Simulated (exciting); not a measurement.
Two BSE runs for the Cl L₂,₃ edge of RbCl, space group Fm-3m. Run A: exciting, all-electron LAPW+lo, PBE, exchange and screened direct term (singlet BSE), 3×3×3 shifted k points, 31 conduction bands, |G+q| up to 3 bohr⁻¹ (2.5 in the exchange term), full RPA screening with nempty = 56, Lorentzian half width 0.45 eV. Run B has a fault in its input.

Energy from the Kohn–Sham onset, core level to the lowest empty state found on the meshes used; one zero for both, scaled to A's maximum:

```tsv
E (eV)	A	B
-5.5	0.02	0.02
-5.0	0.02	0.02
-4.5	0.02	0.02
-4.0	0.02	0.03
-3.5	0.03	0.04
-3.0	0.04	0.05
-2.5	0.05	0.07
-2.0	0.09	0.12
-1.5	0.18	0.21
-1.0	0.19	0.22
-0.5	0.32	0.40
0.0	0.35	0.42
0.5	0.36	0.45
1.0	0.48	0.63
1.5	0.61	0.74
2.0	0.58	0.65
2.5	0.49	0.59
3.0	0.51	0.64
3.5	0.55	0.67
4.0	0.52	0.65
4.5	0.54	0.72
5.0	0.71	0.98
5.5	0.95	1.07
6.0	0.88	0.92
6.5	0.86	0.94
7.0	0.96	1.03
7.5	0.98	0.93
8.0	0.84	0.78
8.5	0.67	0.63
9.0	0.62	0.60
9.5	0.61	0.60
10.0	0.59	0.59
10.5	0.66	0.67
11.0	0.74	0.66
11.5	0.64	0.58
12.0	0.64	0.61
12.5	0.68	0.63
13.0	0.66	0.58
13.5	0.64	0.58
14.0	0.64	0.57
14.5	0.63	0.56
15.0	0.63	0.56
15.5	0.62	0.55
16.0	0.59	0.51
16.5	0.53	0.45
17.0	0.49	0.42
17.5	0.48	0.41
18.0	0.47	0.41
18.5	0.45	0.38
19.0	0.40	0.34
19.5	0.36	0.31
20.0	0.35	0.30
20.5	0.35	0.30
21.0	0.31	0.27
21.5	0.31	0.28
22.0	0.34	0.30
```

The database entry behind the starting cell differs from later determinations by our own check (about 0.5 % short), so it need not match the best structure at ambient conditions.

Q: What most likely went wrong in run B?

Far too few empty states in the screening (empty states in the screening from 56 to 8). Against run A the r.m.s. difference is 15 %. The highest maximum lies at 5.3 eV (1.11), against 7.2 eV (1.00). The first bright state moves from -1.45 to -1.54 eV. Too few states underscreen, so the attraction is too strong. Other settings could leave a like mark; this is the change that was made.

[Banner, clock and machine lines of the logs are left out without a mark of their own.]

[Logs are printed without paths, hosts, clocks, repeated set-up lines and the standing remarks that a program may print on its own settings, such as how far it seeks lower states.]

[Hosts, paths, dates, database ids (printed as entryN), source tags and the programs' standing remarks are cut or masked in the printed files.]
